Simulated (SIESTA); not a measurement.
Nb:

```
Nb
1.0
    -1.65419    1.62008    1.63387
     1.68846   -1.63200    1.68006
     1.69245    1.67026   -1.64578
Nb
1
Direct
  0.98125 0.00742 0.95959
```

The cell isn't the ideal one: cell strained at random at fixed volume.

| Property | Result |
| --- | --- |
| Program | SIESTA 5.4.2 |
| Task | relaxation of cell and atoms |
| Functional | PBEGcGxLO |
| Potentials or basis | PseudoDojo 0.4 standard (PBEsol files, fully relativistic) |
| Basis | TZP (energy shift 0.005 Ry) |
| Grid cutoff | 350 Ry |
| Energy shift | 0.005 Ry |
| k mesh | 8 × 8 × 8 |
| Occupations | fermi-dirac, width 0.05 eV |
| Spin | non-collinear spin, ferromagnetic start, spin-orbit coupling |
| Starting moments | [[0.5, 0.0, 0.0]] μB |

At the start: pressure -9.6 GPa; volume 18.43 Å³/atom.

**Question.** How do energy, volume and symmetry change on relaxing?

**Answer.** Over 12 steps the energy falls by 36.2 meV/atom and the volume is 17.45 Å³/atom (-5.3 %); space group Im-3m (No. 229, to 0.05 Å); moment 0.00 μB per cell.

The path:
```
step  energy change (eV)  largest force (eV/Å)  pressure (GPa)  volume (Å³)
   1              0.0000                0.0025           -9.59        18.43
   2             -0.0280                0.0014           -3.93        17.81
   3             -0.0271                0.0032            5.35        16.98
   4             -0.0336                0.0009            0.21        17.42
   5             -0.0344                0.0032           -0.23        17.47
   6             -0.0355                0.0016           -0.08        17.45
   7             -0.0353                0.0020            1.32        17.33
   8             -0.0358                0.0016            0.37        17.41
   9             -0.0362                0.0007           -0.10        17.46
  10             -0.0361                0.0008           -0.10        17.46
  11             -0.0361                0.0007            0.21        17.43
  12             -0.0362                0.0008            0.02        17.45
```

Final structure:
```
Nb
1.0
    -1.63439    1.63501    1.63384
     1.63371   -1.63453    1.63265
     1.63385    1.63399   -1.63336
Nb
1
Direct
  0.97914 0.00889 0.95796
```

Caveat: semicore shells carry a single zeta, which can move pressures by several GPa and volumes by a few percent; the potentials were made for another functional, which shifts forces and pressure; the basis of atomic orbitals isn't converged, which shifts pressures, moduli and gaps.
